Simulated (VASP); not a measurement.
# Te4Mo3 (R-3) in VASP: further runs

One crystal, Te4Mo3, is run at these levels: LDA; tasks: relaxation of cell and atoms.

Program: VASP 6.6.1. These are calculated values, not measurements. Logs are shortened: lines on timing, memory, paths and dates and some standing lists are left out, and cuts for length are marked.

## Step 1: Starting point

Symmetry: R-3, No. 148, trigonal system. Conventional cell: a = 10.179 Å, b = 10.179 Å, c = 11.674 Å, α = 90.00°, β = 90.00°, γ = 120.00°. Around Te (site symmetry 3) lie 3 Mo at 2.73 Å. Te (site symmetry 1) is surrounded by 4 Mo at 2.72 to 2.82 Å. Mo (site symmetry 1) has 4 Mo at 2.70 to 2.79 Å and 5 Te at 2.72 to 2.82 Å as nearest neighbours.

## Step 2: Relaxation of cell and atoms, LDA

File INCAR:

```
SYSTEM = Te4Mo3
ALGO = Normal
EDIFF = 1E-6
EDIFFG = -0.01
ENCUT = 600
GGA = CA
IBRION = 2
ISIF = 3
ISMEAR = 1
KPAR = 4
LASPH = .TRUE.
LCHARG = .FALSE.
LREAL = .FALSE.
LWAVE = .FALSE.
NELM = 80
NSW = 90
PREC = Accurate
SIGMA = 0.1
```

File KPOINTS:

```
k-points
0
G
  5 5 5
  0 0 0
```

File POSCAR:

```
Te4Mo3
1.0
    5.0895000000      2.9384241950      3.8913333333
   -5.0895000000      2.9384241950      3.8913333333
    0.0000000000     -5.8768483901      3.8913333333
Te Mo
8 6
Direct
    0.2911200000      0.2911200000      0.2911200000
    0.7088800000      0.7088800000      0.7088800000
    0.8774200000      0.6185600000      0.2449900000
    0.2449900000      0.8774200000      0.6185600000
    0.6185600000      0.2449900000      0.8774200000
    0.1225800000      0.3814400000      0.7550100000
    0.7550100000      0.1225800000      0.3814400000
    0.3814400000      0.7550100000      0.1225800000
    0.9552100000      0.2599100000      0.0815200000
    0.0815200000      0.9552100000      0.2599100000
    0.2599100000      0.0815200000      0.9552100000
    0.0447900000      0.7400900000      0.9184800000
    0.9184800000      0.0447900000      0.7400900000
    0.7400900000      0.9184800000      0.0447900000
```

Potentials or basis: VASP PAW LDA potentials, release 64 (Te, Mo_sv).

Run with:

```console
$ cat potpaw_LDA.64/Te/POTCAR potpaw_LDA.64/Mo_sv/POTCAR > POTCAR
$ mpirun -np 4 vasp_std > vasp.out
```

OUTCAR:

```text
SYSTEM = Te4Mo3
   EDIFF = 1E-6
   EDIFFG = -0.01
   ENCUT = 600
   GGA = CA
   IBRION = 2
   ISIF = 3
   ISMEAR = 1
   LASPH = .TRUE.
   LREAL = .FALSE.
   NELM = 80
   NSW = 90
   PREC = Accurate

 ion  position               nearest neighbor table
   1  0.291  0.291  0.291-  10 2.73   9 2.73  11 2.73   8 3.57   7 3.57   6 3.57
   2  0.709  0.709  0.709-  13 2.73  12 2.73  14 2.73   5 3.57   4 3.57   3 3.57
   3  0.877  0.619  0.245-  10 2.72  14 2.78  12 2.78   9 2.82   2 3.57
   4  0.245  0.877  0.619-  11 2.72  12 2.78  13 2.78  10 2.82   2 3.57
   5  0.619  0.245  0.877-   9 2.72  13 2.78  14 2.78  11 2.82   2 3.57
   6  0.123  0.381  0.755-  13 2.72  11 2.78   9 2.78  12 2.82   1 3.57
   7  0.755  0.123  0.381-  14 2.72   9 2.78  10 2.78  13 2.82   1 3.57
   8  0.381  0.755  0.123-  12 2.72  10 2.78  11 2.78  14 2.82   1 3.57
   9  0.955  0.260  0.082-  10 2.70  11 2.70   5 2.72   1 2.73   7 2.78   6 2.78  14 2.79  13 2.79
                             3 2.82
  10  0.082  0.955  0.260-  11 2.70   9 2.70   3 2.72   1 2.73   8 2.78   7 2.78  14 2.79  12 2.79
                             4 2.82
  11  0.260  0.082  0.955-  10 2.70   9 2.70   4 2.72   1 2.73   6 2.78   8 2.78  12 2.79  13 2.79
                             5 2.82
  12  0.045  0.740  0.918-  13 2.70  14 2.70   8 2.72   2 2.73   4 2.78   3 2.78  11 2.79  10 2.79
                             6 2.82
  13  0.918  0.045  0.740-  14 2.70  12 2.70   6 2.72   2 2.73   5 2.78   4 2.78  11 2.79   9 2.79
                             7 2.82
  14  0.740  0.918  0.045-  13 2.70  12 2.70   7 2.72   2 2.73   3 2.78   5 2.78   9 2.79  10 2.79
                             8 2.82

  LATTYP: Found a trigonal (rhomboedric) cell.
 ALAT       =     7.0483914555
 COS(alpha) =    -0.0427980274

  Lattice vectors:

 A1 = (   5.0895000000,   2.9384241950,   3.8913333333)
 A2 = (  -5.0895000000,   2.9384241950,   3.8913333333)
 A3 = (   0.0000000000,  -5.8768483901,   3.8913333333)

Analysis of symmetry for initial positions (statically):
=====================================================================
 Subroutine PRICEL returns:
 Original cell was already a primitive cell.

 Routine SETGRP: Setting up the symmetry group for a
 trigonal (rhombohedral) supercell.

 Subroutine GETGRP returns: Found  6 space group operations
 (whereof  6 operations were pure point group operations)
 out of a pool of 12 trial point group operations.

The static configuration has the point symmetry S_6 .

Analysis of symmetry for dynamics (positions and initial velocities):
=====================================================================
 Subroutine PRICEL returns:
 Original cell was already a primitive cell.

 Routine SETGRP: Setting up the symmetry group for a
 trigonal (rhombohedral) supercell.

 Subroutine GETGRP returns: Found  6 space group operations
 (whereof  6 operations were pure point group operations)
 out of a pool of 12 trial point group operations.

The dynamic configuration has the point symmetry S_6 .

 Subroutine INISYM returns: Found  6 space group operations
 (whereof  6 operations are pure point group operations),
 and found     1 'primitive' translations

----------------------------------------------------------------------------------------

                                     Primitive cell

  volume of cell :     349.1719

  direct lattice vectors                    reciprocal lattice vectors
     5.089500000  2.938424195  3.891333333     0.098241478  0.056719744  0.085660442
    -5.089500000  2.938424195  3.891333333    -0.098241478  0.056719744  0.085660442
     0.000000000 -5.876848390  3.891333333     0.000000000 -0.113439487  0.085660442

  length of vectors
     7.048391456  7.048391456  7.048391456     0.142148614  0.142148614  0.142148614

  position of ions in fractional coordinates (direct lattice)
     0.291120000  0.291120000  0.291120000
     0.708880000  0.708880000  0.708880000
     0.877420000  0.618560000  0.244990000
     0.244990000  0.877420000  0.618560000
     0.618560000  0.244990000  0.877420000
     0.122580000  0.381440000  0.755010000
     0.755010000  0.122580000  0.381440000
     0.381440000  0.755010000  0.122580000
     0.955210000  0.259910000  0.081520000
     0.081520000  0.955210000  0.259910000
     0.259910000  0.081520000  0.955210000
     0.044790000  0.740090000  0.918480000
     0.918480000  0.044790000  0.740090000
     0.740090000  0.918480000  0.044790000
[... 43 lines left out ...]

 Following reciprocal coordinates:
            Coordinates               Weight
  0.000000  0.000000  0.000000      1.000000
  0.200000 -0.000000 -0.000000      6.000000
  0.400000  0.000000  0.000000      6.000000
  0.200000  0.200000 -0.000000      6.000000
  0.400000  0.200000  0.000000      6.000000
 -0.400000 -0.000000 -0.200000      6.000000
[... 15 lines left out ...]
  0.400000  0.400000  0.400000      2.000000
 -0.400000  0.400000  0.400000      6.000000
   k-points           NKPTS =     23   k-points in BZ     NKDIM =     23   number of bands    NBANDS=     79
   number of dos      NEDOS =    301   number of ions     NIONS =     14
   total plane-waves  NPLWV = 175616
   dimension x,y,z NGX =    56 NGY =   56 NGZ =   56
   dimension x,y,z NGXF=   112 NGYF=  112 NGZF=  112
   ions per type =               8   6
   NGX,Y,Z   is equivalent  to a cutoff of  13.21, 13.21, 13.21 a.u.
   NGXF,Y,Z  is equivalent  to a cutoff of  26.42, 26.42, 26.42 a.u.
 SYSTEM =  Te4Mo3
   PREC   = accura    normal or accurate (medium, high low for compatibility)
   ISTART =      0    job   : 0-new  1-cont  2-samecut
   ICHARG =      2    charge: 1-file 2-atom 10-const
   ISPIN  =      1    spin polarized calculation?
   LNONCOLLINEAR =      F non collinear calculations
   LSORBIT =      F    spin-orbit coupling
   LASPH  =      T    aspherical Exc in radial PAW
   ENCUT  =  600.0 eV  44.10 Ry    6.64 a.u.  14.08 14.08 14.08*2*pi/ulx,y,z
   NELM   =     80;   NELMIN=  2; NELMDL= -5     # of ELM steps
   EDIFF  = 0.1E-05   stopping-criterion for ELM
   LREAL  =      F    real-space projection
   EDIFFG = -.1E-01   stopping-criterion for IOM
   NSW    =     90    number of steps for IOM
   IBRION =      2    ionic relax: 0-MD 1-quasi-New 2-CG
   NFREE  =      1    steps in history (QN), initial steepest desc. (CG)
   ISIF   =      3    stress and relaxation
   ISYM   =      2    0-nonsym 1-usesym 2-fastsym
   POTIM  = 0.5000    time-step for ionic-motion
   TEBEG  =    0.0;   TEEND  =   0.0 temperature during run
   PSTRESS=    0.0 pullay stress
   NELECT =     132.0000    total number of electrons
   NUPDOWN=      -1.0000    fix difference up-down
   EMIN   =  10.00;   EMAX   =-10.00  energy-range for DOS
   EFERMI =   0.00;   METHOD = LEGACY
   ISMEAR =     1;   SIGMA  =   0.10  broadening in eV -4-tet -1-fermi 0-gaus
   EFERMI_NEDOS =   21; number of points for ismear=-14 and -15
   IALGO  =     38    algorithm
   IMIX   =      4    mixing-type and parameters
     AMIX     =   0.40;   BMIX     =  1.00
     AMIX_MAG =   1.60;   BMIX_MAG =  1.00
  volume/ion in A,a.u.               =      24.94       168.31
  Fermi-wavevector in a.u.,A,eV,Ry     =   1.183731  2.236927 19.064745  1.401219
  Thomas-Fermi vector in A             =   2.319960
   LORBIT       =      0    0 simple, 1 ext, 2 COOP (PROOUT), +10 PAW based schemes
   GGA     = CA    functional components
   LHFCALC =     F    Hartree Fock is set to
   AEXX    =    0.0000 exact exchange contribution
   IVDW    =     0    specifies the selected vdW correction
   LEPSILON=     F    determine dielectric tensor
   LRPA    =     F    only Hartree local field effects (RPA)
 conjugate gradient relaxation of ions
 non-spin polarized calculation
 Methfessel and Paxton  Order N= 1 SIGMA  =   0.10
  energy-cutoff  :      600.00
  volume of cell :      349.17
 maximum number of plane-waves:     11716
   NGX = 29   NGY = 29   NGZ = 29

--------------------------------------- Ionic step        1  -------------------------------------------

 number of electron     132.0000011 magnetization

 Free energy of the ion-electron system (eV)
  ---------------------------------------------------
  ext. energy  EPLUGINS =         0.00000000
  ---------------------------------------------------
  free energy    TOTEN  =      -106.82846427 eV

  energy without entropy =     -106.82912740  energy(sigma->0) =     -106.82868531

------------------------ aborting loop because EDIFF is reached ----------------------------------------

  FORCE on cell =-STRESS in cart. coord.  units (eV):
  Direction    XX          YY          ZZ          XY          YZ          ZX
  --------------------------------------------------------------------------------------
  -------------------------------------------------------------------------------------
  Total       -7.1421640     -7.1421640     -6.2671411     -0.0000001      0.0000000      0.0000000
  in kB      -32.7718611    -32.7718611    -28.7568133     -0.0000004      0.0000000      0.0000000
  external PRESSURE =     -31.4335118 kB  Pullay stress =       0.0000000 kB
[... 125 lines left out ...]
  FREE ENERGIE OF THE ION-ELECTRON SYSTEM (eV)
  ---------------------------------------------------
  free  energy   TOTEN  =      -106.9262384693 eV

  energy  without entropy=     -106.9259339095  energy(sigma->0) =     -106.92613695

[... ionic steps 4 to 25 ...]

--------------------------------------- Ionic step       26  -------------------------------------------

 number of electron     132.0000014 magnetization

------------------------ aborting loop because EDIFF is reached ----------------------------------------
[... 91 lines left out ...]
--------------------------------------- Ionic step       28  -------------------------------------------

 number of electron     132.0000014 magnetization

 Free energy of the ion-electron system (eV)
  ---------------------------------------------------
  ext. energy  EPLUGINS =         0.00000000
  ---------------------------------------------------
  free energy    TOTEN  =      -106.93787818 eV

  energy without entropy =     -106.93830685  energy(sigma->0) =     -106.93802107

 E-fermi :   8.0066     XC(G=0): -10.7387

 val. band max:        7.9937036209   @ k =   0.4000   0.2000   0.0000
 cond. band min:       8.0120661726   @ k =  -0.4000  -0.4000   0.2000
 fundamental gap:      0.0183625518
 Fermi energy:         8.0065640221

 k-point     1 :       0.0000    0.0000    0.0000
  band No.  band energies     occupation
      1     -52.2618      2.00000
      2     -52.1519      2.00000
      3     -52.1164      2.00000
      4     -52.1164      2.00000
      5     -52.0644      2.00000
      6     -52.0644      2.00000
[... 1852 lines left out ...]
     77      10.4670      0.00000
     78      10.5449      0.00000
 [bands above 78 left out]

------------------------ aborting loop because EDIFF is reached ----------------------------------------

  FORCE on cell =-STRESS in cart. coord.  units (eV):
  Direction    XX          YY          ZZ          XY          YZ          ZX
  --------------------------------------------------------------------------------------
  -------------------------------------------------------------------------------------
  Total        0.0241688      0.0241688      0.0422754     -0.0000002     -0.0000000      0.0000000
  in kB        0.1144590      0.1144590      0.2002084     -0.0000009     -0.0000000      0.0000000
  external PRESSURE =       0.1430421 kB  Pullay stress =       0.0000000 kB
[... 29 lines left out ...]
  FREE ENERGIE OF THE ION-ELECTRON SYSTEM (eV)
  ---------------------------------------------------
  free  energy   TOTEN  =      -106.9378781816 eV

  energy  without entropy=     -106.9383068529  energy(sigma->0) =     -106.93802107

 reached required accuracy - stopping structural energy minimisation
```

It took 28 min on 4 MPI ranks of Intel Xeon 6975P-C (Granite Rapids), shared host; peak memory 0.77 GiB.

Results:

```yaml
Free_energy: -106.9379 eV
Relaxed_volume: 24.17 Å³/atom
Relaxed_cell: a = 6.972 Å, b = 6.972 Å, c = 6.972 Å, α = 91.98°, β = 91.98°, γ = 91.98°
Space_group_after_relaxing_to_0.05_Å: R-3 (No. 148)
Energy_gained_by_relaxing: 7.8 meV/atom
Ionic_steps: 28
Pressure_after_relaxing: 0.0 GPa
Largest_force_after_relaxing: 0.008 eV/Å
Band_gap_on_the_k_mesh: none (metal or under the smearing width)
```

Forces in eV/Å, atoms in the order of the input:
```
Te   0.000  0.000  0.000
Te   0.000  0.000  0.000
Te   0.003  0.002  0.004
Te  -0.004  0.002  0.004
Te   0.001 -0.004  0.004
Te  -0.003 -0.002 -0.004
Te   0.004 -0.002 -0.004
Te  -0.001  0.004 -0.004
Mo   0.004  0.006  0.002
Mo  -0.007  0.000  0.002
Mo   0.003 -0.007  0.002
Mo  -0.004 -0.006 -0.002
Mo   0.007  0.000 -0.002
Mo  -0.003  0.007 -0.002
```

The path:
| step | energy change (eV) | largest force (eV/Å) | pressure (GPa) | volume (Å³) |
| --- | --- | --- | --- | --- |
| 1 | 0.0000 | 0.4629 | -3.14 | 349.17 |
| 2 | 0.3194 | 1.1003 | 7.41 | 325.02 |
| 3 | -0.0978 | 0.1673 | -0.08 | 340.99 |
| 4 | -0.0978 | 0.1759 | -0.01 | 340.83 |
| 5 | -0.1028 | 0.0896 | -0.03 | 340.39 |
| 6 | -0.1038 | 0.0781 | -0.04 | 340.08 |
| 7 | -0.1060 | 0.0319 | -0.08 | 339.59 |
| 8 | -0.1062 | 0.0258 | -0.10 | 339.34 |
| 9 | -0.1068 | 0.0412 | 0.16 | 338.30 |
| 10 | -0.1068 | 0.0383 | 0.14 | 338.44 |
| 11 | -0.1073 | 0.0310 | 0.08 | 338.32 |
| 12 | -0.1077 | 0.0356 | 0.01 | 338.16 |
| 13 | -0.1074 | 0.0590 | -0.09 | 337.84 |
| 14 | -0.1078 | 0.0386 | -0.01 | 338.07 |
| 15 | -0.1081 | 0.0270 | 0.00 | 337.95 |
| 16 | -0.1084 | 0.0279 | 0.04 | 337.71 |
| 17 | -0.1086 | 0.0246 | 0.01 | 337.84 |
| 18 | -0.1087 | 0.0212 | -0.03 | 337.96 |
| 19 | -0.1088 | 0.0175 | 0.03 | 337.82 |
| 20 | -0.1088 | 0.0204 | 0.05 | 337.79 |
| 21 | -0.1088 | 0.0199 | 0.05 | 337.82 |
| 22 | -0.1090 | 0.0190 | 0.03 | 337.93 |
| 23 | -0.1092 | 0.0222 | 0.01 | 338.15 |
| 24 | -0.1088 | 0.0396 | -0.08 | 338.58 |
| 25 | -0.1092 | 0.0248 | -0.02 | 338.23 |
| 26 | -0.1093 | 0.0149 | -0.01 | 338.26 |
| 27 | -0.1094 | 0.0119 | 0.01 | 338.28 |
| 28 | -0.1094 | 0.0076 | 0.01 | 338.31 |

Final structure:
```xyz
14
Lattice="5.0147 2.8952 3.8836 -5.0147 2.8952 3.8836 0.0000 -5.7905 3.8836" Properties=species:S:1:pos:R:3 pbc="T T T"
Te    0.0000    0.0000    3.3823
Te    0.0000    0.0000    8.2686
Te    1.3126    2.8905    6.7787
Te   -3.1596   -0.3085    6.7787
Te    1.8470   -2.5820    6.7787
Te   -1.3126   -2.8905    4.8722
Te    3.1596    0.3085    4.8722
Te   -1.8470    2.5820    4.8722
Mo    3.4854    3.0424    5.0253
Mo   -4.3775    1.4973    5.0253
Mo    0.8921   -4.5396    5.0253
Mo   -3.4854   -3.0424    6.6256
Mo    4.3775   -1.4973    6.6256
Mo   -0.8921    4.5396    6.6256
```

## Step 3: Relaxation of cell and atoms, LDA

This run uses another cell than the first one, of 24.17 Å³/atom, 0.969 times its volume.

Changes to INCAR since step 2:

```diff
@@ -2,4 +2,4 @@
 ALGO = Normal
-EDIFF = 1E-6
-EDIFFG = -0.01
+EDIFF = 1E-7
+EDIFFG = -0.005
 ENCUT = 600
```

KPOINTS is that of step 2.

File POSCAR:

```
Te4Mo3                                  
1.0
    5.0146773178      2.8952254136      3.8836422970
   -5.0146774167      2.8952252421      3.8836422970
    0.0000000990     -5.7904506558      3.8836422970
  Te              Mo            
     8     6
Direct
     0.2903053492162538    0.2903053492162538    0.2903053492162541
     0.7096946507837462    0.7096946507837462    0.7096946507837458
     0.8790859472435291    0.6173380328010961    0.2490251485257292
     0.2490251485257292    0.8790859472435287    0.6173380328010961
     0.6173380328010959    0.2490251485257292    0.8790859472435290
     0.1209140527564711    0.3826619671989036    0.7509748514742709
     0.7509748514742710    0.1209140527564714    0.3826619671989038
     0.3826619671989038    0.7509748514742709    0.1209140527564713
     0.9539848532036979    0.2589399909253213    0.0810520772537304
     0.0810520772537303    0.9539848532036982    0.2589399909253216
     0.2589399909253211    0.0810520772537298    0.9539848532036983
     0.0460151467963020    0.7410600090746785    0.9189479227462694
     0.9189479227462696    0.0460151467963017    0.7410600090746782
     0.7410600090746787    0.9189479227462700    0.0460151467963017
```

Potentials or basis: VASP PAW LDA potentials, release 64 (Te, Mo_sv).

Run with:

```console
$ cat potpaw_LDA.64/Te/POTCAR potpaw_LDA.64/Mo_sv/POTCAR > POTCAR
$ mpirun -np 4 vasp_std > vasp.out
```

Run time: 3.2 min. Hardware: 4 MPI ranks of Intel Xeon 6975P-C (Granite Rapids), shared host; peak memory 0.72 GiB.

The run converged. Its results:

```
Free energy                  : -106.9354 eV
Energy gained by relaxing    : 0.0 meV/atom
Ionic steps                  : 2
Pressure after relaxing      : 0.0 GPa
Largest force after relaxing : 0.004 eV/Å
Band gap on the k mesh       : none (metal or under the smearing width)
```

Forces in eV/Å, atoms in the order of the input:
```
Te   0.000  0.000  0.000
Te   0.000  0.000  0.000
Te   0.002  0.001  0.003
Te  -0.002  0.001  0.003
Te   0.000 -0.002  0.003
Te  -0.002 -0.001 -0.003
Te   0.002 -0.001 -0.003
Te   0.000  0.002 -0.003
Mo   0.000  0.002  0.001
Mo  -0.002 -0.001  0.001
Mo   0.002 -0.001  0.001
Mo   0.000 -0.002 -0.001
Mo   0.002  0.001 -0.001
Mo  -0.002  0.001 -0.001
```

Final structure:
```xyz
14
Lattice="5.0147 2.8952 3.8838 -5.0147 2.8952 3.8838 0.0000 -5.7905 3.8838" Properties=species:S:1:pos:R:3 pbc="T T T"
Te    0.0000    0.0000    3.3825
Te    0.0000    0.0000    8.2689
Te    1.3127    2.8906    6.7792
Te   -3.1597   -0.3085    6.7792
Te    1.8470   -2.5822    6.7792
Te   -1.3127   -2.8906    4.8722
Te    3.1597    0.3085    4.8722
Te   -1.8470    2.5822    4.8722
Mo    3.4856    3.0427    5.0256
Mo   -4.3779    1.4973    5.0256
Mo    0.8922   -4.5400    5.0256
Mo   -3.4856   -3.0427    6.6258
Mo    4.3779   -1.4973    6.6258
Mo   -0.8922    4.5400    6.6258
```

Levels at points of the mesh, in eV from the Fermi level:
| k point | band 64 | band 65 | band 66 | band 67 | band 68 | band 69 |
| --- | --- | --- | --- | --- | --- | --- |
| (0.00, 0.00, 0.00) | -0.20 | -0.20 | -0.10 | 0.73 | 0.73 | 1.63 |
